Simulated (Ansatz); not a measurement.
Wanted: the native input for an Ansatz 0.2.0 run.

* Task: single point
* Functional: PBE
* Potentials or basis: all-electron LAPW, scalar-relativistic
* Cutoff: 254 eV (chosen from the basis error)
* Basis error allowed: 0.001 eV/atom
* k mesh: 11 × 11 × 11
* Occupations: fermi-dirac, width 0.05 eV
* Spin: no spin polarisation

The system is Ag.

```
Ag
1.0
    -1.61038    1.65353    1.61816
     1.65931   -1.66055    1.67410
     1.63933    1.68950   -1.62517
Ag
1
Direct
  0.00000 0.00000 0.00000
```

This isn't the form of Ag at room conditions, which is fcc.

The cell isn't the ideal one: cell sheared at random, sigma 0.01, atoms nudged by 0.01 Å.

The input as run:

input.yaml

```yaml
crystal:
  lattice:
    - [-1.61038051, 1.65353266, 1.61815768]
    - [1.65930705, -1.6605473, 1.67409886]
    - [1.63933048, 1.68949727, -1.62517232]
  atoms:
    - { symbol: Ag, position: [0.0, 0.0, 0.0] }
kpoints:
  mp_grid: { grid: [11, 11, 11] }
scf:
  occupations: { method: fermi_dirac, width: 0.05 }
hamiltonian:
  xc: pbe
  pseudopotentials: { kind: all_electron, lapw: { basis_error: 0.001 } }
output:
  forces: true
  stress: true
  eigenvalues: true
  populations: true
```

Potentials or basis: all-electron LAPW, scalar-relativistic.

Command:

```sh
$ ansatz run input.yaml --threads 1 --pin off --max-ram 3072MiB --backend cpu --events-out ev --progress --plain --runs-dir out
```

It gave:

| Quantity | Value |
| --- | --- |
| Pressure | -0.7 GPa |
| Band gap on the k mesh | none (metal or under the smearing width) |

It took 34 s on 1 thread of Intel(R) Xeon(R) 6975P-C (Granite Rapids) (shared host), peak memory 0.69 GiB.
